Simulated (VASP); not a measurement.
# GePt (P6/mmm) in VASP: relaxation of cell and atoms with PBE

Aim: the relaxation of cell and atoms of GePt with PBE.

Program: VASP 6.6.1. These are calculated values, not measurements. Logs are shortened: lines on timing, memory, paths and dates and some standing lists are left out, and cuts for length are marked.

### 1 The crystal as given

Symmetry: P6/mmm, No. 191, hexagonal system. The conventional cell has a = 5.250 Å, b = 5.250 Å, c = 4.250 Å, α = 90.00°, β = 90.00°, γ = 120.00°. Around Ge (site symmetry -6m2) lie 6 Pt at 2.61 Å. Around Ge (site symmetry 6/mmm) lie 6 Pt at 2.62 to 2.63 Å. Around Pt (site symmetry mmm) lie 6 Ge at 2.61 to 2.62 Å and 4 Pt at 2.63 Å.

The cell was built by a generator and needn't be a form met in nature.

### 2 Relaxation of cell and atoms, PBE

Input file INCAR:

```
  PREC = Normal
  ENCUT = 520
  EDIFF = 1E-4
  ISMEAR = 0
  SIGMA = 0.15
  LREAL = F
  LASPH = T
  NELM = 60
  ALGO = Fast
  ISIF = 3
  LWAVE = F
  LCHARG = F
  GGA = PE
  IBRION = 2
  NSW = 24
  EDIFFG = -0.08
  KPAR = 2
```

Input file KPOINTS:

```
Automatic mesh
0
Gamma
  4 4 4
```

Input file POSCAR:

```
GePt
1.0
    5.2500000000      0.0000000000      0.0000000000
   -2.6250000000      4.5466333700      0.0000000000
    0.0000000000      0.0000000000      4.2500000000
Ge Pt
3 3
Direct
    0.3333333300      0.6666666700      0.5000000000
    0.6666666700      0.3333333300      0.5000000000
    0.0000000000      0.0000000000      0.0000000000
    0.5000000000      0.0000000000      0.0000000000
    0.5000000000      0.5000000000      0.0000000000
    0.0000000000      0.5000000000      0.0000000000
```

Potentials or basis: VASP PAW PBE potentials, release 64 (Ge_d, Pt).

Command:

```bash
> cat potpaw_PBE.64/Ge_d/POTCAR potpaw_PBE.64/Pt/POTCAR > POTCAR
> mpirun -np 2 vasp_std > vasp.out
```

OUTCAR:

```text
PREC = Normal
   ENCUT = 520
   EDIFF = 1E-4
   ISMEAR = 0
   LREAL = F
   LASPH = T
   NELM = 60
   ISIF = 3
   GGA = PE
   IBRION = 2
   NSW = 24
   EDIFFG = -0.08

 ion  position               nearest neighbor table
   1  0.333  0.667  0.500-   6 2.61   6 2.61   4 2.61   4 2.61   5 2.61   5 2.61
   2  0.667  0.333  0.500-   6 2.61   6 2.61   4 2.61   4 2.61   5 2.61   5 2.61
   3  0.000  0.000  0.000-   4 2.62   4 2.62   6 2.63   6 2.63   5 2.63   5 2.63
   4  0.500  0.000  0.000-   1 2.61   2 2.61   1 2.61   2 2.61   3 2.62   3 2.62   6 2.63   5 2.63
                             5 2.63   6 2.63
   5  0.500  0.500  0.000-   1 2.61   2 2.61   1 2.61   2 2.61   6 2.62   6 2.62   3 2.63   4 2.63
                             4 2.63   3 2.63
   6  0.000  0.500  0.000-   1 2.61   2 2.61   1 2.61   2 2.61   5 2.62   5 2.62   3 2.63   3 2.63
                             4 2.63   4 2.63

  LATTYP: Found a hexagonal cell.
 ALAT       =     5.2500000000
 C/A-ratio  =     0.8095238095

  Lattice vectors:

 A1 = (   5.2500000000,   0.0000000000,   0.0000000000)
 A2 = (  -2.6250000000,   4.5466333700,   0.0000000000)
 A3 = (   0.0000000000,   0.0000000000,   4.2500000000)

Analysis of symmetry for initial positions (statically):
=====================================================================
 Subroutine PRICEL returns:
 Original cell was already a primitive cell.

 Routine SETGRP: Setting up the symmetry group for a
 hexagonal supercell.

 Subroutine GETGRP returns: Found 24 space group operations
 (whereof 24 operations were pure point group operations)
 out of a pool of 24 trial point group operations.

The static configuration has the point symmetry D_6h.

Analysis of symmetry for dynamics (positions and initial velocities):
=====================================================================
 Subroutine PRICEL returns:
 Original cell was already a primitive cell.

 Routine SETGRP: Setting up the symmetry group for a
 hexagonal supercell.

 Subroutine GETGRP returns: Found 24 space group operations
 (whereof 24 operations were pure point group operations)
 out of a pool of 24 trial point group operations.

The dynamic configuration has the point symmetry D_6h.

 Subroutine INISYM returns: Found 24 space group operations
 (whereof 24 operations are pure point group operations),
 and found     1 'primitive' translations

----------------------------------------------------------------------------------------

                                     Primitive cell

  volume of cell :     101.4468

  direct lattice vectors                    reciprocal lattice vectors
     5.250000000  0.000000000  0.000000000     0.190476190  0.109971480  0.000000000
    -2.625000000  4.546633370  0.000000000     0.000000000  0.219942960  0.000000000
     0.000000000  0.000000000  4.250000000     0.000000000  0.000000000  0.235294118

  length of vectors
     5.250000000  5.250000000  4.250000000     0.219942960  0.219942960  0.235294118

  position of ions in fractional coordinates (direct lattice)
     0.333333330  0.666666670  0.500000000
     0.666666670  0.333333330  0.500000000
     0.000000000  0.000000000  0.000000000
     0.500000000  0.000000000  0.000000000
     0.500000000  0.500000000  0.000000000
     0.000000000  0.500000000  0.000000000

  ion indices of the primitive-cell ions
   primitive index   ion index
                 1           1
                 2           2
                 3           3
                 4           4
                 5           5
                 6           6

----------------------------------------------------------------------------------------

 KPOINTS: Automatic mesh

Automatic generation of k-mesh.
 Grid dimensions read from file:
 generate k-points for:    4    4    4

 Generating k-lattice:

  Cartesian coordinates                     Fractional coordinates (reciprocal lattice)
     0.047619048  0.027492870  0.000000000     0.250000000  0.000000000  0.000000000
     0.000000000  0.054985740  0.000000000     0.000000000  0.250000000  0.000000000
     0.000000000  0.000000000  0.058823529     0.000000000  0.000000000  0.250000000

  Length of vectors
     0.054985740  0.054985740  0.058823529

  Shift w.r.t. Gamma in fractional coordinates (k-lattice)
     0.000000000  0.000000000  0.000000000

 Subroutine IBZKPT returns following result:
 ===========================================

 Found     12 irreducible k-points:

 Following reciprocal coordinates:
            Coordinates               Weight
  0.000000  0.000000  0.000000      1.000000
  0.250000 -0.000000  0.000000      6.000000
  0.500000 -0.000000  0.000000      3.000000
  0.250000  0.250000  0.000000      6.000000
  0.000000  0.000000  0.250000      2.000000
  0.250000 -0.000000  0.250000     12.000000
  0.500000 -0.000000  0.250000      6.000000
  0.250000  0.250000  0.250000     12.000000
  0.000000  0.000000  0.500000      1.000000
  0.250000 -0.000000  0.500000      6.000000
  0.500000 -0.000000  0.500000      3.000000
  0.250000  0.250000  0.500000      6.000000
   k-points           NKPTS =     12   k-points in BZ     NKDIM =     12   number of bands    NBANDS=     43
   number of dos      NEDOS =    301   number of ions     NIONS =      6
   total plane-waves  NPLWV =  21600
   dimension x,y,z NGX =    30 NGY =   30 NGZ =   24
   dimension x,y,z NGXF=    60 NGYF=   60 NGZF=   48
   ions per type =               3   3
   NGX,Y,Z   is equivalent  to a cutoff of   9.50,  9.50,  9.39 a.u.
   NGXF,Y,Z  is equivalent  to a cutoff of  19.00, 19.00, 18.78 a.u.
 SYSTEM =  unknown system
   PREC   = normal    normal or accurate (medium, high low for compatibility)
   ISTART =      0    job   : 0-new  1-cont  2-samecut
   ICHARG =      2    charge: 1-file 2-atom 10-const
   ISPIN  =      1    spin polarized calculation?
   LNONCOLLINEAR =      F non collinear calculations
   LSORBIT =      F    spin-orbit coupling
   LASPH  =      T    aspherical Exc in radial PAW
   ENCUT  =  520.0 eV  38.22 Ry    6.18 a.u.   9.76  9.76  7.90*2*pi/ulx,y,z
   NELM   =     60;   NELMIN=  2; NELMDL= -5     # of ELM steps
   EDIFF  = 0.1E-03   stopping-criterion for ELM
   LREAL  =      F    real-space projection
   EDIFFG = -.8E-01   stopping-criterion for IOM
   NSW    =     24    number of steps for IOM
   IBRION =      2    ionic relax: 0-MD 1-quasi-New 2-CG
   NFREE  =      1    steps in history (QN), initial steepest desc. (CG)
   ISIF   =      3    stress and relaxation
   ISYM   =      2    0-nonsym 1-usesym 2-fastsym
   POTIM  = 0.5000    time-step for ionic-motion
   TEBEG  =    0.0;   TEEND  =   0.0 temperature during run
   PSTRESS=    0.0 pullay stress
   NELECT =      72.0000    total number of electrons
   NUPDOWN=      -1.0000    fix difference up-down
   EMIN   =  10.00;   EMAX   =-10.00  energy-range for DOS
   EFERMI =   0.00;   METHOD = LEGACY
   ISMEAR =     0;   SIGMA  =   0.15  broadening in eV -4-tet -1-fermi 0-gaus
   EFERMI_NEDOS =   21; number of points for ismear=-14 and -15
   IALGO  =     68    algorithm
   IMIX   =      4    mixing-type and parameters
     AMIX     =   0.40;   BMIX     =  1.00
     AMIX_MAG =   1.60;   BMIX_MAG =  1.00
  volume/ion in A,a.u.               =      16.91       114.10
  Fermi-wavevector in a.u.,A,eV,Ry     =   1.460292  2.759551 29.013767  2.132452
  Thomas-Fermi vector in A             =   2.576758
   LORBIT       =      0    0 simple, 1 ext, 2 COOP (PROOUT), +10 PAW based schemes
   GGA     = PE    functional components
   LHFCALC =     F    Hartree Fock is set to
   AEXX    =    0.0000 exact exchange contribution
   IVDW    =     0    specifies the selected vdW correction
   LEPSILON=     F    determine dielectric tensor
   LRPA    =     F    only Hartree local field effects (RPA)
 conjugate gradient relaxation of ions
 non-spin polarized calculation
 RMM-DIIS sequential band-by-band and
 Gauss-broadening in eV      SIGMA  =   0.15
  energy-cutoff  :      520.00
  volume of cell :      101.45
 maximum number of plane-waves:      2756
   NGX = 19   NGY = 19   NGZ = 15

--------------------------------------- Ionic step        1  -------------------------------------------

 number of electron      72.0000247 magnetization

 Free energy of the ion-electron system (eV)
  ---------------------------------------------------
  ext. energy  EPLUGINS =         0.00000000
  ---------------------------------------------------
  free energy    TOTEN  =       -31.56951667 eV

  energy without entropy =      -31.50389844  energy(sigma->0) =      -31.53670756

------------------------ aborting loop because EDIFF is reached ----------------------------------------

  FORCE on cell =-STRESS in cart. coord.  units (eV):
  Direction    XX          YY          ZZ          XY          YZ          ZX
  --------------------------------------------------------------------------------------
  -------------------------------------------------------------------------------------
  Total       14.7967893     14.7967893      7.3021477      0.0000000      0.0000000      0.0000000
  in kB      233.6898788    233.6898788    115.3248837      0.0000000      0.0000000      0.0000000
  external PRESSURE =     194.2348805 kB  Pullay stress =       0.0000000 kB
[... 101 lines left out ...]
  FREE ENERGIE OF THE ION-ELECTRON SYSTEM (eV)
  ---------------------------------------------------
  free  energy   TOTEN  =       -32.3380102432 eV

  energy  without entropy=      -32.2707441100  energy(sigma->0) =      -32.30437718

[... ionic steps 4 to 8 ...]

--------------------------------------- Ionic step        9  -------------------------------------------

 number of electron      72.0000072 magnetization

------------------------ aborting loop because EDIFF is reached ----------------------------------------

  FORCE on cell =-STRESS in cart. coord.  units (eV):
  Direction    XX          YY          ZZ          XY          YZ          ZX
  --------------------------------------------------------------------------------------
  -------------------------------------------------------------------------------------
  Total        1.4946041      1.4946041      0.5812480      0.0000000      0.0000000     -0.0000000
  in kB       21.4653309     21.4653309      8.3478159      0.0000000      0.0000000     -0.0000000
  external PRESSURE =      17.0928259 kB  Pullay stress =       0.0000000 kB
[... 65 lines left out ...]
  energy  without entropy=      -32.4527939859  energy(sigma->0) =      -32.47100374

--------------------------------------- Ionic step       11  -------------------------------------------

 number of electron      71.9999790 magnetization

 Free energy of the ion-electron system (eV)
  ---------------------------------------------------
  ext. energy  EPLUGINS =         0.00000000
  ---------------------------------------------------
  free energy    TOTEN  =       -32.49719478 eV

  energy without entropy =      -32.45407714  energy(sigma->0) =      -32.47563596

 E-fermi :   7.5612     XC(G=0): -11.4615

 val. band max:        7.5269864776   @ k =   0.5000  -0.0000   0.2500
 cond. band min:       7.5678183301   @ k =   0.2500   0.2500   0.5000
 fundamental gap:      0.0408318525
 Fermi energy:         7.5611677909

 k-point     1 :       0.0000    0.0000    0.0000
  band No.  band energies     occupation
      1     -17.4983      2.00000
      2     -17.4983      2.00000
      3     -17.4825      2.00000
      4     -17.4825      2.00000
      5     -17.4704      2.00000
      6     -17.4704      2.00000
[... 574 lines left out ...]
  FREE ENERGIE OF THE ION-ELECTRON SYSTEM (eV)
  ---------------------------------------------------
  free  energy   TOTEN  =       -32.4971947806 eV

  energy  without entropy=      -32.4540771361  energy(sigma->0) =      -32.47563596

 reached required accuracy - stopping structural energy minimisation
```

Run time: 4.7 min. Hardware: 2 MPI ranks of AMD EPYC 7R43 (Zen 3), shared host; peak memory 0.15 GiB.

What came out:

```yaml
Free_energy: -32.4972 eV
Relaxed_volume: 18.93 Å³/atom
Relaxed_cell: a = 5.753 Å, b = 5.753 Å, c = 3.963 Å, α = 90.00°, β = 90.00°, γ = 120.00°
Space_group_after_relaxing_to_0.05_Å: P6/mmm (No. 191)
Energy_gained_by_relaxing: 154.6 meV/atom
Ionic_steps: 11
Pressure_after_relaxing: 0.0 GPa
Band_gap_on_the_k_mesh: none (metal or under the smearing width)
```

Step by step:
```
step  energy change (eV)  largest force (eV/Å)  pressure (GPa)  volume (Å³)
   1              0.0000                0.0000           19.42       101.45
   2              0.2099                0.0000          -13.31       134.48
   3             -0.7685                0.0000           -0.80       115.11
   4             -0.7694                0.0000           -0.90       114.82
   5             -0.6017                0.0000            7.60       108.00
   6             -0.7697                0.0000           -0.74       114.54
   7             -0.7695                0.0000           -0.22       114.27
   8             -0.8237                0.0000           -0.25       113.66
   9             -0.9198                0.0000            1.71       111.56
  10             -0.9197                0.0000            2.55       111.08
  11             -0.9277                0.0000            0.04       113.61
```

Final structure:
```xyz
6
Lattice="5.7532 0.0000 0.0000 -2.8766 4.9824 0.0000 0.0000 0.0000 3.9634" Properties=species:S:1:pos:R:3 pbc="T T T"
Ge    0.0000    3.3216    1.9817
Ge    2.8766    1.6608    1.9817
Ge   -2.8766    4.9824    3.9634
Pt    0.0000    4.9824    3.9634
Pt    1.4383    2.4912    3.9634
Pt   -1.4383    2.4912    3.9634
```

Caveat: the k mesh is coarse (spacing up to 0.37 Å⁻¹), so the values aren't converged; the relaxation stopped at a loose force limit of 0.08 eV/Å, so its end isn't a converged minimum. The run has no spin-orbit coupling, so splittings on Pt are missing.
